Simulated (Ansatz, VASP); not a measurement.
## Ge in VASP and in Ansatz

```
CELL_PARAMETERS angstrom
4.75426 0.00000 0.00000
-2.37713 4.11731 0.00000
0.00000 0.00000 2.68453
ATOMIC_POSITIONS crystal
Ge 0.00000 0.00000 0.00000
Ge 0.33333 0.66667 0.50000
Ge 0.66667 0.33333 0.50000
```

Alike in both runs: functional PBE; k mesh 8 × 8 × 11; occupations fermi-dirac, width 0.05 eV; no spin polarisation.

Ansatz relaxed the structure, and its values are those at the end. VASP's run is a single point on that final structure, the one shown.

|  | VASP | Ansatz |
| --- | --- | --- |
| version | VASP 6.6.1 | Ansatz 0.2.0 |
| potentials or method | VASP PAW PBE potentials, release 64 (Ge_d), cutoff 520 eV | all-electron LAPW, scalar-relativistic |

|  | VASP | Ansatz | Ansatz less VASP |
| --- | --- | --- | --- |
| pressure (GPa) | 8.2 | 8.2 | +0.05 |

Ansatz ran all-electron here, so the differences hold the error of VASP's frozen core and of both bases.
